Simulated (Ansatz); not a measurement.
WC:

```
W C
1.0
     0.00000    2.19268    2.19268
     2.19268    0.00000    2.19268
     2.19268    2.19268    0.00000
W C
1 1
Direct
  0.00000 0.00000 0.00000
  0.50000 0.50000 0.50000
```

Measurements of this composition are mostly on another form, of space group No. 187.

Base run:

- Program: Ansatz 0.2.0
- Functional: PBEsol
- Potentials or basis: all-electron LAPW, scalar-relativistic
- Cutoff: 336 eV (chosen from the basis error)
- Basis error allowed: 0.001 eV/atom
- k mesh: 10 × 10 × 10
- Occupations: fermi-dirac, width 0.05 eV
- Spin: no spin polarisation
- Hubbard terms: W d U = 8 eV

Its results: band gap on the k mesh none (metal or under the smearing width); pressure -8.7 GPa.

Question: The run is repeated on the same cell with these changes: hubbard terms from W d U = 8 eV to W d U = 2 eV. What comes out?

Answer: Band gap on the k mesh none (metal or under the smearing width); pressure -9.9 GPa.

Caveats: U is the effective U less J, on atomic orbitals that reach past the spheres; U without spin polarisation on a metal has little footing; the U is typed as a test and isn't derived for this compound.
